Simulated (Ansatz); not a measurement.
# Co (P-1) in Ansatz: convergence with k mesh

Aim: find how far k mesh must go before the results for Co settle, at PBE. This setting moves, with any that are tied to it; all else stays.

All numbers are computed with Ansatz 0.2.0; they aren't measurements. Logs are shortened: lines on timing, memory, paths and dates and some standing lists are left out, and cuts for length are marked.

### 1 The structure

The typed cell holds 1 atom: a = 2.425 Å, b = 2.437 Å, c = 2.401 Å, α = 107.69°, β = 110.08°, γ = 109.82°.

This isn't the form of Co at room conditions, which is hcp.

### 2 With k mesh 4 × 4 × 4

input.yaml reads:

```yaml
crystal:
  lattice:
    - [-1.4145745, 1.39290955, 1.39215747]
    - [1.44298028, -1.37512715, 1.40278084]
    - [1.4112696, 1.37182225, -1.37437506]
  atoms:
    - { symbol: Co, position: [0.0, 0.0, 0.0], spin: 2.0 }
hamiltonian:
  xc: pbe
  pseudopotentials: { kind: paw }
magnetization:
  spin_polarized: true
kpoints:
  mp_grid: { grid: [4, 4, 4] }
scf:
  occupations: { method: methfessel_paxton, width: 0.05 }
output:
  forces: true
  stress: true
  eigenvalues: true
```

Potentials or basis: Ansatz PAW.

On the command line:

```console
ansatz run input.yaml --threads 2 --pin off --max-ram 5632MiB --backend cpu --events-out ev --progress --plain --runs-dir out
```

Run time: 1.3 s. Hardware: 2 threads of Intel Xeon 6975P-C (Granite Rapids), shared host; peak memory 0.32 GiB.

What came out:

```
Free energy            : -5126.0480 eV
Pressure               : 1.8 GPa
Band gap on the k mesh : none (metal or under the smearing width)
Net moment             : 1.75 μB per cell
Absolute moment        : 1.88 μB per cell
Site moments           : Co +1.81 μB
```

### 3 With k mesh 5 × 5 × 5

input.yaml: that of step 2 with these lines changed.

```diff
@@ -13,3 +13,3 @@
 kpoints:
-  mp_grid: { grid: [4, 4, 4] }
+  mp_grid: { grid: [5, 5, 5] }
 scf:
```

Potentials or basis: Ansatz PAW.

On the command line:

```console
ansatz run input.yaml --threads 2 --pin off --max-ram 5632MiB --backend cpu --events-out ev --progress --plain --runs-dir out
```

Run time: 1.5 s. Hardware: 2 threads of Intel Xeon 6975P-C (Granite Rapids), shared host; peak memory 0.32 GiB.

What came out:

| Quantity | Value |
| --- | --- |
| Free energy | -5126.1097 eV |
| Pressure | 2.2 GPa |
| Band gap on the k mesh | none (metal or under the smearing width) |
| Net moment | 1.88 μB per cell |
| Absolute moment | 2.01 μB per cell |
| Site moments | Co +1.94 μB |

### 4 With k mesh 6 × 6 × 6

input.yaml: that of step 3 with these lines changed.

```diff
@@ -13,3 +13,3 @@
 kpoints:
-  mp_grid: { grid: [5, 5, 5] }
+  mp_grid: { grid: [6, 6, 6] }
 scf:
```

On the command line:

```console
ansatz run input.yaml --threads 2 --pin off --max-ram 5632MiB --backend cpu --events-out ev --progress --plain --runs-dir out
```

Wall time 2 s (2 threads of Intel Xeon 6975P-C (Granite Rapids), shared host); peak memory 0.35 GiB.

What came out:

```
Free energy            : -5126.0555 eV
Pressure               : 1.7 GPa
Band gap on the k mesh : none (metal or under the smearing width)
Net moment             : 1.78 μB per cell
Absolute moment        : 1.91 μB per cell
Site moments           : Co +1.84 μB
```

### 5 With k mesh 8 × 7 × 8

input.yaml: that of step 4 with these lines changed.

```diff
@@ -13,3 +13,3 @@
 kpoints:
-  mp_grid: { grid: [6, 6, 6] }
+  mp_grid: { grid: [8, 7, 8] }
 scf:
```

On the command line:

```console
ansatz run input.yaml --threads 2 --pin off --max-ram 5632MiB --backend cpu --events-out ev --progress --plain --runs-dir out
```

It took 3.3 s on 2 threads of Intel Xeon 6975P-C (Granite Rapids), shared host; peak memory 0.38 GiB.

Results:

```
Free energy            : -5126.0680 eV
Pressure               : 2.4 GPa
Band gap on the k mesh : none (metal or under the smearing width)
Net moment             : 1.82 μB per cell
Absolute moment        : 1.95 μB per cell
Site moments           : Co +1.88 μB
```

### 6 With k mesh 10 × 9 × 10

input.yaml: that of step 5 with these lines changed.

```diff
@@ -13,3 +13,3 @@
 kpoints:
-  mp_grid: { grid: [8, 7, 8] }
+  mp_grid: { grid: [10, 9, 10] }
 scf:
```

Potentials or basis: Ansatz PAW.

On the command line:

```console
ansatz run input.yaml --threads 2 --pin off --max-ram 5632MiB --backend cpu --events-out ev --progress --plain --runs-dir out
```

Run time: 6.1 s. Hardware: 2 threads of Intel Xeon 6975P-C (Granite Rapids), shared host; peak memory 0.45 GiB.

The run converged. Its results:

* Free energy: -5126.0579 eV
* Pressure: 2.3 GPa
* Band gap on the k mesh: none (metal or under the smearing width)
* Net moment: 1.80 μB per cell
* Absolute moment: 1.94 μB per cell
* Site moments: Co +1.86 μB

### 7 With k mesh 12 × 12 × 12

input.yaml: that of step 6 with these lines changed.

```diff
@@ -13,3 +13,3 @@
 kpoints:
-  mp_grid: { grid: [10, 9, 10] }
+  mp_grid: { grid: [12, 12, 12] }
 scf:
```

On the command line:

```console
ansatz run input.yaml --threads 2 --pin off --max-ram 5632MiB --backend cpu --events-out ev --progress --plain --runs-dir out
```

It took 11 s on 2 threads of Intel Xeon 6975P-C (Granite Rapids), shared host; peak memory 0.57 GiB.

Results (log left out):

```
Free energy            : -5126.0630 eV
Pressure               : 2.1 GPa
Band gap on the k mesh : none (metal or under the smearing width)
Net moment             : 1.80 μB per cell
Absolute moment        : 1.93 μB per cell
Site moments           : Co +1.86 μB
```

### 8 With k mesh 15 × 15 × 15

input.yaml: that of step 7 with these lines changed.

```diff
@@ -13,3 +13,3 @@
 kpoints:
-  mp_grid: { grid: [12, 12, 12] }
+  mp_grid: { grid: [15, 15, 15] }
 scf:
```

On the command line:

```console
ansatz run input.yaml --threads 2 --pin off --max-ram 5632MiB --backend cpu --events-out ev --progress --plain --runs-dir out
```

Wall time 22 s (2 threads of Intel Xeon 6975P-C (Granite Rapids), shared host); peak memory 0.81 GiB.

The run converged. Its results:

```yaml
Free_energy: -5126.0635 eV
Pressure: 1.1 GPa
Band_gap_on_the_k_mesh: none (metal or under the smearing width)
Net_moment: 1.73 μB per cell
Absolute_moment: 1.88 μB per cell
Site_moments: Co +1.80 μB
```

### 9 With k mesh 18 × 18 × 18

input.yaml: that of step 8 with these lines changed.

```diff
@@ -13,3 +13,3 @@
 kpoints:
-  mp_grid: { grid: [15, 15, 15] }
+  mp_grid: { grid: [18, 18, 18] }
 scf:
```

Potentials or basis: Ansatz PAW.

On the command line:

```console
ansatz run input.yaml --threads 2 --pin off --max-ram 5632MiB --backend cpu --events-out ev --progress --plain --runs-dir out
```

It took 35 s on 2 threads of Intel Xeon 6975P-C (Granite Rapids), shared host; peak memory 1.1 GiB.

It converged, with:

- Free energy: -5126.0614 eV
- Pressure: 1.0 GPa
- Band gap on the k mesh: none (metal or under the smearing width)
- Net moment: 1.73 μB per cell
- Absolute moment: 1.88 μB per cell
- Site moments: Co +1.80 μB

### 10 With k mesh 22 × 21 × 22

input.yaml: that of step 9 with these lines changed.

```diff
@@ -13,3 +13,3 @@
 kpoints:
-  mp_grid: { grid: [18, 18, 18] }
+  mp_grid: { grid: [22, 21, 22] }
 scf:
```

Potentials or basis: Ansatz PAW.

On the command line:

```console
ansatz run input.yaml --threads 2 --pin off --max-ram 5632MiB --backend cpu --events-out ev --progress --plain --runs-dir out
```

Standard output:

```text
Warning: RAYON_NUM_THREADS=2 ignored (pool sized by the plan → 2); use --threads N
Engine: ansatz 0.2.0, x86_64-unknown-linux-gnu
Pseudopotentials: kind: paw
Pseudopotential: Co, paw, valence charge 17, recommended cutoff 420 eV (normal), Co.paw.azcp
Functional definition: PBE
  parameter kappa = 0.804
  parameter beta = 0.06672455060314922
  exchange = pbe_x(kappa = kappa, mu = beta*pi^2/3)
  correlation = pbe_c(beta = beta)
Crystal: 1 atoms, lattice volume = 11.026 Å³
Basis set: ecut = 420 eV, 211 PW (Γ), exchange–correlation on 36×36×36 points (8 copies of the dense FFT grid, shifted against one another)
Bands: 14, of which v1, the nominal top of the filled ones, is band 9 counted from 1 (8 counted from 0)
Symmetry: 2 space group operations
Space group: P-1 (ITA 2), of the structure as read, at distance tolerance 2.2e-5 Å
Magnetic group: BNS 2.4 (UNI 4), of the structure as read, at distance tolerance 2.2e-5 Å
k-points: 5084 of 10164
Non-local potential: Co, projectors of the file, l = 0: 3, l = 1: 2, l = 2: 3, l = 3: 1
PAW form: soft (Blöchl's): semilocal exchange-correlation on the pseudo side does not see the compensation charge
PAW one-centre angular grid: Co, 590 points (default); XC on 64 Gauss nodes
Initial density: superposition of atomic densities (chi_scale 0.1, normalization cell)
Starting moments: Σ|m| = 2 μB on 1 of 1 site
Initial wavefunctions: pseudopotential atomic-orbital guess
Functional: x = pbe(κ = 0.804, μ = 0.2195149727645171), c = pbe(β = 0.06672455060314922)
SCF iter   1: F=—  HF=-5125.788990 eV  |F-HF|=—  |Δ(HF+E_count)|=         —  Δρ=1.10e-1 (↑3.34e-2 ↓1.10e-1)  dr2=1.26e0  dr2_m=1.64e-1  M=1.939 μB ∫|m|=1.995 μB  β_m=0.30  ethr=3.10e-3  ⟨swp⟩=5.4  Hψ=707873  notcnv=0
Mixer restart at iter 1: flushing history
preconditioner: auto → none  [metal: Δε(μ)=0.000 eV  Ē_g=15.210 eV  σ=0.050 eV  W_gap=0.00  n_scr=0 (ndim 8)  ℏωp=33.5 eV  f_vac=0.000  D(μ)=1.51/eV (n_scr^D=18)]
SCF iter   2: F=—  HF=-5125.335772 eV  |F-HF|=—  |Δ(HF+E_count)|=   4.53e-1  Δρ=4.76e-2 (↑4.76e-2 ↓2.04e-2)  dr2=9.26e-2  dr2_m=8.09e-2  M=1.889 μB ∫|m|=1.966 μB  β_m=0.29  ethr=3.10e-3  ⟨swp⟩=2.8  Hψ=345144  notcnv=0  defer=9748
SCF iter   3: F=—  HF=-5125.602726 eV  |F-HF|=—  |Δ(HF+E_count)|=   2.67e-1  Δρ=2.24e-2 (↑2.24e-2 ↓1.89e-2)  dr2=9.54e-3  dr2_m=3.52e-2  M=1.859 μB ∫|m|=1.947 μB  β_m=0.51  ethr=5.45e-4  ⟨swp⟩=2.5  Hψ=271262  notcnv=0  defer=9673
SCF iter   4: F=—  HF=-5126.002114 eV  |F-HF|=—  |Δ(HF+E_count)|=   3.99e-1  Δρ=1.15e-2 (↑8.35e-3 ↓1.15e-2)  dr2=2.35e-2  dr2_m=1.89e-3  M=1.786 μB ∫|m|=1.907 μB  β_m=0.76  ethr=5.61e-5  ⟨swp⟩=2.4  Hψ=290865  notcnv=0  defer=9687
SCF iter   5: F=—  HF=-5126.062871 eV  |F-HF|=—  |Δ(HF+E_count)|=   6.08e-2  Δρ=4.26e-3 (↑1.43e-3 ↓4.26e-3)  dr2=1.73e-3  dr2_m=3.36e-4  M=1.751 μB ∫|m|=1.891 μB  β_m=0.75  ethr=5.61e-5  ⟨swp⟩=2.0  Hψ=307362  notcnv=0  defer=9782
SCF iter   6: F=—  HF=-5126.063068 eV  |F-HF|=—  |Δ(HF+E_count)|=   1.97e-4  Δρ=5.65e-4 (↑2.57e-4 ↓5.65e-4)  dr2=1.76e-5  dr2_m=1.15e-5  M=1.749 μB ∫|m|=1.891 μB  β_m=0.87  ethr=1.02e-5  ⟨swp⟩=2.0  Hψ=199348  notcnv=0  defer=9727
SCF iter   7: F=—  HF=-5126.063134 eV  |F-HF|=—  |Δ(HF+E_count)|=   6.57e-5  Δρ=5.62e-5 (↑3.06e-5 ↓5.62e-5)  dr2=2.43e-7  dr2_m=1.11e-7  M=1.748 μB ∫|m|=1.890 μB  β_m=0.94  ethr=1.03e-7  ⟨swp⟩=2.0  Hψ=229182  notcnv=0  defer=9727
SCF iter   8: F=—  HF=-5126.062199 eV  |F-HF|=—  |Δ(HF+E_count)|=         —  Δρ=1.06e-4 (↑2.98e-5 ↓1.06e-4)  dr2=2.62e-7  dr2_m=3.49e-7  M=1.748 μB ∫|m|=1.890 μB  β_m=0.94  ethr=1.43e-9  ⟨swp⟩=2.1  Hψ=186761  notcnv=0  defer=9727
Mixer restart at iter 8: flushing history
iteration 8: the input's own smearing fills from here on; a Gaussian of 0.05 eV has filled iterations ahead of it
SCF iter   9: F=—  HF=-5126.062199 eV  |F-HF|=—  |Δ(HF+E_count)|=   2.16e-7  S|Δr|=    0.00e0  Δρ=3.67e-5 (↑2.63e-5 ↓3.67e-5)  dr2=1.20e-7  dr2_m=2.31e-8  M=1.748 μB ∫|m|=1.890 μB  β_m=0.91  ethr=1.43e-9  ⟨swp⟩=2.4  Hψ=208557  notcnv=0  defer=9727
SCF iter  10: F=—  HF=-5126.062199 eV  |F-HF|=—  |Δ(HF+E_count)|=   9.54e-8  S|Δr|=    0.00e0  Δρ=5.29e-5 (↑3.74e-5 ↓5.29e-5)  dr2=4.49e-7  dr2_m=1.33e-8  M=1.747 μB ∫|m|=1.890 μB  β_m=0.69  ethr=5.88e-10  ⟨swp⟩=7.2  Hψ=655123  notcnv=0  recentre
SCF iter  11: F=-5126.062199 eV  HF=-5126.062199 eV  |F-HF|=5.49e-8  |Δ(HF+E_count)|=   8.41e-8  S|Δr|=    0.00e0  Δρ=1.81e-5 (↑1.66e-5 ↓1.81e-5)  dr2=6.10e-8  dr2_m=2.65e-9  M=1.748 μB ∫|m|=1.890 μB  ethr=5.88e-10  ⟨swp⟩=3.0  Hψ=552940  notcnv=0
SCF 1 converged in 11 iterations: F = -5126.062199 eV  dr2 = 6.10e-8
this state was not tested for a lower state beside it, because cold or Methfessel-Paxton smearing, or corrected tetrahedra, fill the levels in a way that the test cannot read (fill_not_monotonic; see scf.lower_state_search)
SCF converged after 11 iterations
Magnetization: 1.7475 μB (9.3738 up, 7.6262 down)
Absolute magnetization: 1.8906 μB (∫|ρ↑−ρ↓|, with the PAW one-centre terms)
Spin contamination: 0.0286 ħ² per cell (⟨S²⟩ above its minimum at these occupations)
Per-site moments (μB) at R_I (Å): [(1.8135497158053486, 0.9902135295138705)]
Free energy (F): -5126.062199 eV
Harris-Foulkes:  -5126.062199 eV  (|F-HF|=5.49e-8)
Internal energy: -5126.062168 eV  (E = F + TS)
E sigma→0 (E₀):  -5126.062191 eV
Entropy (-TS):   -0.000031 eV (-0.031 meV/atom)
Fermi energy:    18.708382 eV
--- Per-component energies (eV) ---
  E_band       = -250.044390
  E_kinetic    = 452.796346
  E_local      = -2854.440037  (includes V_loc(G=0)·N_el)
  E_nonlocal   = 454.422912
  E_hartree    = 1195.201209
  E_xc         = -158.808548
  E_vxc        = -204.915177  (∫ρ·V_xc dr)
  E_paw        = -1515.137109  (= ΣΔE_a)
  E_vpaw       = -488.328062  (= ΣTr[D̂ρ^β])
  E_aug_tail   = 0.000090  (compensation charges beyond the density's cutoff)
  E_ewald      = -2700.097031
  E_smearing   = -0.000031  (= −TS)
  E_closure    = -0.000000  (closes the sum)
  Σ components = -5126.062199   (vs F -5126.062199, Δ=0.00e0)
--- Forces (eV/Å), atoms counted from 1 ---
  atom   1  Co     0.00000000     0.00000000     0.00000000
  max |Σ_I F_I| component: 0.00e0 eV/Å
--- Stress (GPa, compression-positive) ---
        1.678956       0.292700      -2.740359
        0.292537       0.781903      -1.928694
       -2.740464      -1.928578       1.264776
  P = ⅓ Tr σ = 1.2419 GPa (12.419 kbar)
--- Band table (eV; the first three rows and the last of 10168) ---
  k-point 0 ↑: bands = ["-77.8121", "-40.9173", "-40.8814", "-40.8537", "9.3840", "15.5145", "15.6157", "15.7769", "16.6865", "16.7580", "43.0862", "43.7717", "44.0595", "48.3237"]
  k-point 1 ↑: bands = ["-77.8110", "-40.9209", "-40.8835", "-40.8566", "9.4702", "15.5343", "15.6041", "15.7899", "16.6722", "16.7512", "42.7756", "43.3859", "43.9027", "47.8430"]
  k-point 2 ↑: bands = ["-77.8077", "-40.9330", "-40.8897", "-40.8632", "9.7261", "15.5479", "15.5787", "15.8604", "16.6261", "16.7443", "41.3949", "42.8101", "43.6062", "46.8557"]
  k-point 5083 ↓: bands = ["-75.5517", "-39.0523", "-38.8383", "-38.7300", "14.3058", "16.1363", "17.8659", "18.8160", "19.7580", "20.0687", "25.9900", "36.1139", "38.2978", "43.1480"]
```

Run time: 65 s. Hardware: 2 threads of Intel Xeon 6975P-C (Granite Rapids), shared host; peak memory 1.7 GiB.

Results:

```yaml
Free_energy: -5126.0622 eV
Pressure: 1.2 GPa
Band_gap_on_the_k_mesh: none (metal or under the smearing width)
Net_moment: 1.75 μB per cell
Absolute_moment: 1.89 μB per cell
Site_moments: Co +1.81 μB
```

### 11 The series at a glance

```tsv
k mesh	energy less the tightest run, at zero smearing (meV/atom)	pressure (GPa)	absolute moment (μB)	SCF cycles	CPU time (s)	peak memory (GiB)
4 × 4 × 4	14.25	1.78	1.88	13	2.1	0.32
5 × 5 × 5	-47.39	2.21	2.01	12	2.4	0.32
6 × 6 × 6	6.70	1.68	1.91	13	3.5	0.35
8 × 7 × 8	-5.77	2.41	1.95	12	6	0.38
10 × 9 × 10	4.34	2.34	1.94	12	11	0.45
12 × 12 × 12	-0.75	2.05	1.93	12	20	0.57
15 × 15 × 15	-1.29	1.07	1.88	12	41	0.81
18 × 18 × 18	0.76	1.01	1.88	11	64	1.1
22 × 21 × 22	0.00	1.24	1.89	11	120	1.7
```

Against the tightest run, the energy stays within 1 meV/atom from 18 × 18 × 18 on; the absolute moment stays within 0.02 μB from 15 × 15 × 15 on. Not settled before the last step: the pressure (to 0.1 GPa). Meshes of other sizes hit other points, so gaps and Fermi surfaces needn't settle smoothly. The tightest run that finished is the yardstick and may itself not be fully converged.
